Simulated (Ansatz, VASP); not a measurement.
# One calculation of C3N4, two programs

```
C N
1.0
     3.45676    0.00000    0.00000
     0.00000    3.45676    0.00000
     0.00000    0.00000    3.45676
C N
3 4
Direct
  0.00000 0.00000 0.50000
  0.50000 0.00000 0.00000
  0.00000 0.50000 0.00000
  0.24569 0.24569 0.75431
  0.75431 0.75431 0.75431
  0.24569 0.75431 0.24569
  0.75431 0.24569 0.24569
```

The cell comes from a database or a generator and needn't be the stable form of this composition.

Alike in both runs: task single point; functional PBEsol; k mesh 5 × 5 × 5; no spin polarisation.

|  | VASP | Ansatz |
| --- | --- | --- |
| version | VASP 6.6.1 | Ansatz 0.2.0 |
| potentials or method | VASP PAW PBE potentials, release 64 (C, N) | plane waves, PAW |
| plane-wave cutoff (eV) | 520 | 463 |
| occupations | gaussian, width 0.01 eV | fixed |
| valence electrons in the cell | 32 | 32 |

```tsv
	VASP	Ansatz	Ansatz less VASP
gap on the k mesh at the Fermi level (eV)	2.37	2.39	+0.018
```

Caveats: an odd mesh through Γ misses points on the zone boundary, where band edges often lie.
